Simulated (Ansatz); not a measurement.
Runs of Ansatz 0.2.0 on PbS. Symmetry: P-6m2, No. 187, hexagonal system. The conventional cell has a = 4.090 Å, b = 4.090 Å, c = 3.788 Å, α = 90.00°, β = 90.00°, γ = 120.00°. Pb (site symmetry -6m2) is surrounded by 6 S at 3.03 Å. S (site symmetry -6m2) is surrounded by 6 Pb at 3.03 Å. Measurements of this composition are mostly on another form, of space group No. 225.

```csv
task,level,cell,k mesh,atoms under strain,gap on the mesh (eV),pressure (GPa),relaxed volume (Å³/atom)
phonons,PBEsol,as given,6 × 6 × 5,-,none,-,-
relaxation of cell and atoms,PBEsol+D4,relaxed,8 × 8 × 7,-,none,0.0,25.15
elastic constants,PBEsol,as given,6 × 6 × 5,relaxed,none,-2.9,-
relaxation of cell and atoms,PBEsol+D3(BJ),relaxed,8 × 8 × 7,-,none,0.0,(a)
relaxation of cell and atoms,RPBE+D3(BJ),relaxed,8 × 8 × 7,-,none,0.0,20.61
```

Alike in all rows: potentials or basis Ansatz PAW; no spin polarisation; cutoff (eV) 420; smearing fermi-dirac 0.05 eV.

Task: Fill in the values left out.

Result: (a) 24.71.

Caveats: the PAW data sets come from PBE, with cores solved anew for the run's functional, which leaves a small shift of forces and pressure; the plane-wave basis is chosen anew once the cell has moved, so the energies of steps on either side of that aren't comparable (some runs); pairwise dispersion overbinds metals, which lowers pressure and volume (some runs); some modes are imaginary (some runs); elastic constants of metals need much finer meshes, so these are rough (some runs); the volume moved by over 15 % at a fixed basis, so the end points are rough (some runs).

A k mesh can miss the band edges, and the runs leave out spin-orbit coupling on Pb.

A gap of «none» marks a metal or a gap under the smearing width.
